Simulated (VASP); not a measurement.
# Settings for Tl: equation of state

Tl, P6_3/mmc (no. 194), 2 atoms in the cell. PBEsol; PAW potentials Tl_d (PBE set). VASP 6.6.1.

Wanted: equilibrium volume within 0.125 %; bulk modulus within 1 %.

What the run is for: choice of potentials; Accuracy asked: tight; Volumes (times the given one): 0.91, 0.94, 0.97, 1, 1.03, 1.06, 1.09.

## Potentials and cutoff

| Potentials and cutoff | Equilibrium volume (Å³/atom) | Bulk modulus (GPa) | Time (s) |
|---|---|---|---|
| Tl_d_GW, ENCUT 450 | 28.57 | 35.92 | 133 |
| Tl_d, ENCUT 450 | 28.59 | 35.78 | 84 |
| Tl, ENCUT 450 | 28.44 | 36.73 | 48 |

Chosen: Tl_d, ENCUT 450, the fastest of those that stay within the tolerance.

## All choices together

| Input | Equilibrium volume (Å³/atom) | Bulk modulus (GPa) | Time (s) |
|---|---|---|---|
| chosen settings | 28.59 | 35.78 | 84 |
| reference settings throughout | 28.57 | 35.92 | 133 |

The tolerance is met.

## The input

INCAR:
```
SYSTEM = Tl
GGA = PS
ISMEAR = 1
SIGMA = 0.1
LWAVE = .False.
LCHARG = .False.
ISIF = 2
NSW = 0
ENCUT = 450
PREC = Accurate
LASPH = .True.
LREAL = .False.
ALGO = Normal
EDIFF = 1E-7
NELM = 120
GGA_COMPAT = .False.
```

KPOINTS:
```
k-points
0
Gamma
  11 11 6
```

POSCAR.step1:
```
Tl
1.0
    3.3490440864      0.0000000000      0.0000000000
   -1.6745220432      2.9003572573      0.0000000000
    0.0000000000      0.0000000000      5.3540128986
Tl
2
Direct
    0.6666666667      0.3333333333      0.7500000000
    0.3333333333      0.6666666667      0.2500000000
```

POSCAR.step2:
```
Tl
1.0
    3.3854495917      0.0000000000      0.0000000000
   -1.6927247959      2.9318853497      0.0000000000
    0.0000000000      0.0000000000      5.4122132507
Tl
2
Direct
    0.6666666667      0.3333333333      0.7500000000
    0.3333333333      0.6666666667      0.2500000000
```

POSCAR.step3:
```
Tl
1.0
    3.4210885222      0.0000000000      0.0000000000
   -1.7105442611      2.9627495688      0.0000000000
    0.0000000000      0.0000000000      5.4691881034
Tl
2
Direct
    0.6666666667      0.3333333333      0.7500000000
    0.3333333333      0.6666666667      0.2500000000
```

POSCAR.step4:
```
Tl
1.0
    3.4560000000      0.0000000000      0.0000000000
   -1.7280000000      2.9929837955      0.0000000000
    0.0000000000      0.0000000000      5.5250000000
Tl
2
Direct
    0.6666666667      0.3333333333      0.7500000000
    0.3333333333      0.6666666667      0.2500000000
```

POSCAR.step5:
```
Tl
1.0
    3.4902200473      0.0000000000      0.0000000000
   -1.7451100236      3.0226192258      0.0000000000
    0.0000000000      0.0000000000      5.5797065281
Tl
2
Direct
    0.6666666667      0.3333333333      0.7500000000
    0.3333333333      0.6666666667      0.2500000000
```

POSCAR.step6:
```
Tl
1.0
    3.5237819143      0.0000000000      0.0000000000
   -1.7618909571      3.0516846552      0.0000000000
    0.0000000000      0.0000000000      5.6333608439
Tl
2
Direct
    0.6666666667      0.3333333333      0.7500000000
    0.3333333333      0.6666666667      0.2500000000
```

POSCAR.step7:
```
Tl
1.0
    3.5567163645      0.0000000000      0.0000000000
   -1.7783581822      3.0802067257      0.0000000000
    0.0000000000      0.0000000000      5.6860121278
Tl
2
Direct
    0.6666666667      0.3333333333      0.7500000000
    0.3333333333      0.6666666667      0.2500000000
```

Commands (each step's output is kept before the next begins):
```
cat potpaw_PBE.64/Tl_d/POTCAR > POTCAR
cp POSCAR.step1 POSCAR
mpirun -np 1 vasp_std > vasp.out
cp POSCAR.step2 POSCAR
mpirun -np 1 vasp_std > vasp.out
cp POSCAR.step3 POSCAR
mpirun -np 1 vasp_std > vasp.out
cp POSCAR.step4 POSCAR
mpirun -np 1 vasp_std > vasp.out
cp POSCAR.step5 POSCAR
mpirun -np 1 vasp_std > vasp.out
cp POSCAR.step6 POSCAR
mpirun -np 1 vasp_std > vasp.out
cp POSCAR.step7 POSCAR
mpirun -np 1 vasp_std > vasp.out
```

Limits: Total energies under different potentials can't be compared; the cell and the gap can; every volume keeps the cell's shape and the atoms' fractional positions, so the modulus is that of a clamped cell, stiffer than the relaxed one, above all in layered crystals.

The chosen input took VASP 6.6.1 84 s on 1 core (Intel Xeon 6975P-C (Granite Rapids)), a shared host.
